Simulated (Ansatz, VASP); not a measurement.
## Two plane-wave programs on Au

The input INCAR:

```
SYSTEM = Au
  ALGO = Normal
  EDIFF = 1E-7
  ENCUT = 520
  GGA = PE
  ISIF = 2
  ISMEAR = -1
  LASPH = .True.
  LCHARG = .False.
  LREAL = .False.
  LWAVE = .False.
  NBANDS = 12
  NELM = 100
  PREC = Accurate
  SIGMA = 0.1
```

Contents of KPOINTS:

```
k-points
0
Gamma
  3 3 3
  0 0 0
```

The input POSCAR:

```
Au
1.0
    0.0000000000      2.0782552709      2.0782552709
    2.0782552709      0.0000000000      2.0782552709
    2.0782552709      2.0782552709      0.0000000000
Au
1
Direct
    0.0000000000      0.0000000000      0.0000000000
```

Input for Ansatz:

```yaml
crystal:
  lattice:
    - [0.0, 2.0782552709, 2.0782552709]
    - [2.0782552709, 0.0, 2.0782552709]
    - [2.0782552709, 2.0782552709, 0.0]
  atoms:
    - { symbol: Au, position: [0.0, 0.0, 0.0] }
hamiltonian:
  xc: pbe
  pseudopotentials:
    kind: paw
    azcp:
      Au: "pseudopotentials/Au.paw.azcp"
basis:
  ecutwfc: 420
  fft_grid_basis: typed
kpoints:
  mp_grid: { grid: [3, 3, 3], shift: [0, 0, 0] }
magnetization:
  spin_polarized: false
scf:
  occupations: { method: fermi_dirac, width: 0.1 }
  lower_state_search: "off"
output:
  stress: true
  write_density: true
  write_potential: true
  elf: true
  volumetric_format: npy
```

Alike in both runs: task single point; functional PBE; k mesh 3 × 3 × 3; occupations fermi-dirac, width 0.1 eV; no spin polarisation.

```csv
,VASP,Ansatz
version,VASP 6.6.1,Ansatz 0.2.0
potentials or method,"VASP PAW PBE potentials, release 64 (Au)","plane waves (420 eV) with PAW, scalar-relativistic"
plane-wave cutoff (eV),520,420
valence electrons in the cell,11,19
```

VASP gave:

* pressure (GPa): -5.4

Problem. What did Ansatz give for the same quantities?

Solution. Pressure (GPa): -5.1.

The two sets of potentials don't hold the same shells in valence.

Caveats: the k mesh is coarse (spacing up to 0.87 Å⁻¹), so the values aren't converged. The runs have no spin-orbit coupling, so splittings on Au are missing.
